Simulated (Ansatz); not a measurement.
## Yb under changes of volume

One of the cells (41.281 Å³/atom); the others are scaled copies at fixed shape and fractional positions:

```xyz
1
Lattice="0.0000 2.7431 2.7431 2.7431 0.0000 2.7431 2.7431 2.7431 0.0000" Properties=species:S:1:pos:R:3 pbc="T T T"
Yb    0.0000    0.0000    0.0000
```

```yaml
Program: Ansatz 0.2.0
Functional: PBE
Potentials_or_basis: Ansatz PAW
Cutoff: "420 eV (not typed: the program's choice for these potentials)"
k_mesh: 8 × 8 × 8
Occupations: fermi-dirac, width 0.05 eV
Spin: collinear spin, ferromagnetic start
Starting_moments: "[1.0] μB"
```

| volume (Å³/atom) | energy over the lowest point (meV/atom) | pressure (GPa) |
| --- | --- | --- |
| 38.805 | 0.00 | -1.4 |
| 39.630 | ? | ? |
| 40.456 | 17.83 | -1.9 |
| 41.281 | 28.68 | -2.1 |
| 42.107 | 40.58 | -2.3 |
| 42.933 | 53.45 | -2.5 |
| 43.758 | 67.20 | -2.7 |

Problem. What does the run at 39.630 Å³/atom give?

Solution. Energy over the lowest point 8.25 meV/atom; pressure -1.7 GPa.

Worked out: A Birch-Murnaghan fit of order 3 (a polynomial in V^(-2/3)) to the other rows has no minimum within the range. It gives 8.23 meV/atom at 39.630 Å³/atom, against the run's 8.25, and -dE/dV = -1.7 GPa, against -1.7.

Energies are extrapolated to zero smearing.

Caveats: the starting moments weren't kept.
